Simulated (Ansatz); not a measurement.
**WS2 (Tungstenite) under changes of volume**

One of the cells (18.245 Å³/atom); the others are scaled copies at fixed shape and fractional positions:

```xyz
6
Lattice="3.1800 0.0000 0.0000 -1.5900 2.7540 0.0000 0.0000 0.0000 12.5000" Properties=species:S:1:pos:R:3 pbc="T T T"
W     1.5900    0.9180    9.3750
W     0.0000    1.8360    3.1250
S     1.5900    0.9180    4.6875
S     0.0000    1.8360   10.9375
S     1.5900    0.9180    1.5625
S     0.0000    1.8360    7.8125
```

```yaml
Program: Ansatz 0.2.0
Functional: PBEsol
Potentials_or_basis: all-electron LAPW, scalar-relativistic
Cutoff: 283 eV (chosen from the basis error)
Basis_error_allowed: 0.001 eV/atom
k_mesh: 10 × 10 × 3
Occupations: fermi-dirac, width 0.05 eV
Spin: no spin polarisation
```

| volume (Å³/atom) | energy over the lowest point (meV/atom) | pressure (GPa) | gap on the mesh (eV) | largest force (eV/Å) |
| --- | --- | --- | --- | --- |
| 17.150 | 19.59 | 8.3 | 1.01 | 1.023 |
| 17.515 | 5.42 | 4.2 | 1.03 | 0.600 |
| 17.880 | 0.00 | 0.6 | 1.06 | 0.210 |
| 18.245 | ? | ? | ? | ? |
| 18.610 | 11.90 | -5.6 | 1.10 | 0.486 |
| 18.975 | 27.68 | -8.2 | 1.11 | 0.795 |
| 19.340 | 49.12 | -10.6 | 1.13 | 1.082 |

Task: What does the run at 18.245 Å³/atom give?

Result: Energy over the lowest point 2.43 meV/atom; pressure -2.7 GPa; gap on the mesh 1.08 eV; largest force 0.152 eV/Å.

Worked out: A Birch-Murnaghan fit of order 3 (a polynomial in V^(-2/3)) to the other rows has its minimum at 17.94 Å³/atom with B0 = V·E''(V) = 166 GPa and B' = 4.4 at fixed shape and positions, which overstates the stiffness. It gives 2.43 meV/atom at 18.245 Å³/atom, against the run's 2.43, and -dE/dV = -2.7 GPa, against -2.7. A straight line through the other rows of the gap, of slope 1 eV per unit of ln V, gives 1.07 eV, against the run's 1.08.

Energies are extrapolated to zero smearing.

Caveats: spin-orbit coupling is left out, which moves the levels of the heavy elements; an odd mesh through Γ misses points on the zone boundary, where band edges often lie; this functional lacks dispersion, which binds the layers, so the pressure and a relaxed spacing across them are unreliable; forces of over 1 eV/Å show positions far from the minimum, so gaps and moduli don't describe the material at rest (some runs).

The runs don't all hold the same shells in valence.
